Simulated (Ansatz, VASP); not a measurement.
One calculation of Ir, two programs

INCAR

```
SYSTEM = Ir
PREC = Accurate
ENCUT = 520
EDIFF = 1E-6
ISMEAR = -1
SIGMA = 0.1
LREAL = .FALSE.
LASPH = .TRUE.
NELM = 150
ALGO = Normal
ISIF = 2
LWAVE = .FALSE.
LCHARG = .FALSE.
MAGMOM = 0 0 0
LORBIT = 11
LSORBIT = .TRUE.
GGA_COMPAT = .FALSE.
LORBMOM = .TRUE.
LMAXMIX = 4
GGA = RP
NBANDS = 20
```

Contents of KPOINTS:

```
regular mesh
0
G
  14 14 14
  0 0 0
```

POSCAR

```
Ir
1.0
    0.0000000000      1.9439873055      1.9439873055
    1.9439873055      0.0000000000      1.9439873055
    1.9439873055      1.9439873055      0.0000000000
Ir
1
Direct
    0.0000000000      0.0000000000      0.0000000000
```

Input for Ansatz:

```yaml
crystal:
  lattice:
    - [0.0, 1.9439873057, 1.9439873057]
    - [1.9439873057, 0.0, 1.9439873057]
    - [1.9439873057, 1.9439873057, 0.0]
  atoms:
    - { symbol: Ir, position: [0.0, 0.0, 0.0] }
hamiltonian:
  xc: rpbe
  pseudopotentials:
    kind: paw_fr
    azcp:
      Ir: "pseudopotentials/Ir.paw.azcp"
basis:
  ecutwfc: 420
  fft_grid_basis: typed
kpoints:
  mp_grid: { grid: [14, 14, 14], shift: [0, 0, 0] }
magnetization:
  noncollinear: true
  spin_orbit: true
scf:
  occupations: { method: fermi_dirac, width: 0.1 }
```

Alike in both runs: task single point; functional RPBE; k mesh 14 × 14 × 14; occupations fermi-dirac, width 0.1 eV; non-collinear spin, spin-orbit coupling.

|  | VASP | Ansatz |
| --- | --- | --- |
| version | VASP 6.6.1 | Ansatz 0.2.0 |
| potentials or method | VASP PAW PBE potentials, release 64 (Ir) | plane waves (420 eV) with PAW, fully relativistic with spin-orbit coupling |
| plane-wave cutoff (eV) | 520 | 420 |
| valence electrons in the cell | 9 | 17 |

```tsv
	VASP	Ansatz	Ansatz less VASP
net moment per atom (μB)	0.00	0.00	0.000
```

The two sets of potentials don't hold the same shells in valence.
